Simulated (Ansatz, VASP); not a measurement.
**H5C2N: VASP beside Ansatz**

```
C N H
1.0
     8.01456    0.00000    0.00000
     0.00000    8.01456    0.00000
     0.00000    0.00000    8.01456
C N H
8 4 20
Cartesian
  2.6195 4.3898 3.5549
  2.1092 4.3891 4.9124
  0.8989 0.4317 5.3680
  1.0395 0.6896 6.7903
  7.8361 3.8898 0.6480
  7.6010 3.2425 1.9237
  4.8486 0.4636 2.0551
  4.7902 -0.3696 3.2435
  1.7199 4.3840 6.0068
  1.1693 0.8981 7.9279
  7.4162 2.7174 2.9449
  4.7421 -1.0417 4.1923
  3.6979 4.5948 3.5721
  2.4245 3.4212 3.0780
  2.1295 5.1750 2.9632
  0.4401 1.2977 4.8583
  1.8963 0.2323 4.9301
  0.2621 -0.4598 5.2095
  7.9025 4.9784 0.7734
  8.7663 3.5270 0.1942
  7.0146 3.6675 -0.0453
  5.4552 1.3612 2.2606
  5.3211 -0.0933 1.2340
  3.8335 0.7571 1.7415
  4.0539 1.2613 6.9068
  4.5657 0.8890 6.4969
  8.0732 7.1255 2.6122
  8.3414 7.5515 2.0490
  4.8280 5.0782 0.9617
  5.2048 5.0068 1.6084
  2.4263 5.8084 8.0899
  2.4314 6.3565 8.6104
```

Alike in both runs: functional PBE; dispersion D3(BJ); k mesh 1 × 1 × 1; occupations fermi-dirac, width 0.02 eV; no spin polarisation.

Ansatz relaxed the structure, and its values are those at the end. VASP's run is a single point on that final structure, the one shown.

|  | VASP | Ansatz |
| --- | --- | --- |
| version | VASP 6.6.1 | Ansatz 0.2.0 |
| potentials or method | VASP PAW PBE potentials, release 64 (C, N, H) | scalar-relativistic, plane waves, PAW |
| plane-wave cutoff (eV) | 520 | 420 |
| valence electrons in the cell | 72 | 72 |

```csv
,VASP,Ansatz,Ansatz less VASP
gap on the k mesh at the Fermi level (eV),6.87,6.86,-0.011
rms of the force components (eV/Å),0.111,0.060,-0.0511
dispersion energy (meV/atom),-32.3,-32.3,-0.01
```

Ansatz warned: «xc_potential_rough_in_thin_density».

Caveats: the standard files for N, O and F lose accuracy on very short bonds. Expect the measured gap to be larger: semilocal functionals such as PBE lack the derivative discontinuity.
